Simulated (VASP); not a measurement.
## BN: band structure with HSE06

The system is BN.

```
CELL_PARAMETERS angstrom
2.49824 0.00000 0.00000
-1.24912 2.16354 0.00000
0.00000 0.00000 6.63570
ATOMIC_POSITIONS crystal
N 0.66667 0.33333 0.25000
N 0.33333 0.66667 0.75000
B 0.66667 0.33333 0.75000
B 0.33333 0.66667 0.25000
```

```
Program                            : VASP 6.6.1
Task                               : band structure
Functional                         : HSE06
Potentials or basis                : VASP PAW PBE potentials, release 64 (N, B)
Cutoff                             : 520 eV
k mesh                             : 8 × 8 × 4
Occupations                        : gaussian, width 0.02 eV
Spin                               : no spin polarisation
Grid for exact exchange (PRECFOCK) : Fast
Screening parameter                : 0.2 1/A
Further INCAR settings             : ALGO = Normal; EDIFF = 1e-06
```

```json
{
  "Pressure": "0.3 GPa",
  "Band gap on the k mesh": "5.60 eV, indirect (least direct gap 6.10 eV)",
  "Band gap along the path": "5.57 eV, indirect (least direct gap 6.09 eV)"
}
```

Stress tensor (GPa, compression positive):
```
-0.75  0.00  0.00
 0.00 -0.75  0.00
 0.00  0.00  2.26
```

Levels at the corners of the path, in eV from the valence-band top:
| point | band 5 | band 6 | band 7 | band 8 | band 9 | band 10 | band 11 | band 12 |
| --- | --- | --- | --- | --- | --- | --- | --- | --- |
| Γ | -1.61 | -1.61 | -1.57 | -1.57 | 6.41 | 12.05 | 13.36 | 13.42 |
| M | -4.68 | -4.61 | -1.60 | -0.53 | 5.57 | 7.08 | 11.10 | 11.56 |
| M | -4.68 | -4.61 | -1.60 | -0.53 | 5.57 | 7.08 | 11.10 | 11.56 |
| K | -8.01 | -8.01 | -0.13 | -0.13 | 6.28 | 6.28 | 12.01 | 14.92 |
| K | -8.01 | -8.01 | -0.13 | -0.13 | 6.28 | 6.28 | 12.01 | 14.92 |
| Γ | -1.61 | -1.61 | -1.57 | -1.57 | 6.41 | 12.05 | 13.34 | 13.47 |
| Γ | -1.61 | -1.61 | -1.57 | -1.57 | 6.41 | 12.05 | 13.34 | 13.46 |
| A | -1.59 | -1.59 | -1.59 | -1.59 | 8.98 | 8.98 | 13.40 | 13.40 |
| A | -1.59 | -1.59 | -1.59 | -1.59 | 8.98 | 8.98 | 13.40 | 13.40 |
| L | -4.65 | -4.65 | -1.05 | -1.05 | 6.06 | 6.06 | 11.54 | 11.54 |
| L | -4.65 | -4.65 | -1.05 | -1.05 | 6.06 | 6.06 | 11.54 | 11.54 |
| H | -8.02 | -8.02 | -0.05 | -0.05 | 6.04 | 6.04 | 13.30 | 13.30 |
| H | -8.02 | -8.02 | -0.05 | -0.05 | 6.04 | 6.04 | 13.30 | 13.30 |
| A | -1.59 | -1.59 | -1.59 | -1.59 | 8.98 | 8.98 | 13.40 | 13.40 |
| L | -4.65 | -4.65 | -1.05 | -1.05 | 6.06 | 6.06 | 11.54 | 11.54 |
| M | -4.68 | -4.61 | -1.60 | -0.53 | 5.57 | 7.08 | 11.10 | 11.56 |
| K | -8.01 | -8.01 | -0.13 | -0.13 | 6.28 | 6.28 | 12.01 | 14.92 |
| H | -8.02 | -8.02 | -0.05 | -0.05 | 6.04 | 6.04 | 13.30 | 13.30 |

It took 32 min on 1 thread of Intel(R) Xeon(R) 6975P-C (Granite Rapids) (shared host), peak memory 0.32 GiB.

Caveat: the PAW data sets were made with another functional, which shifts forces and pressure a little; this functional lacks dispersion, which binds the layers, so the pressure and a relaxed spacing across them are unreliable.
